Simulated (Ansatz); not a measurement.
# CsI (Pm-3m), zone-centre modes

These are results of DFT PBE, scalar-relativistic, plane waves, PAW (Ansatz), not measurements. Cutoff 420 eV, Γ-centred 4×4×4 k-points, Gaussian smearing of 0.05 eV. No spin polarisation.

The starting cell (relaxed at this level):

```
CELL_PARAMETERS angstrom
-4.66601 0.00000 -4.66601
0.00000 -4.66601 -4.66601
-4.66601 -4.66601 0.00000
ATOMIC_POSITIONS crystal
Cs 0.50000 0.50000 0.50000
Cs 0.00000 0.00000 0.00000
I 0.25000 0.25000 0.25000
I 0.75000 0.75000 0.75000
```

Harmonic modes by finite displacements of 0.02 Å, without the LO–TO term. The cell doubles the primitive one, so its zone centre also holds the primitive cell's point q = (1/2, 1/2, 1/2).

(1) At this geometry, is the structure stable against these modes?

(2) List the wavenumbers in cm⁻¹.

Results:

(1) Yes: no mode is imaginary beyond 10 cm⁻¹, and only the three translations lie near zero.

(2) 0, 0, 0, 46, 46, 46, 47, 47, 47, 52, 52, 52.

Cost: 1 run of about 0.22 core-minutes, on Arm Neoverse V2 (shared hosts).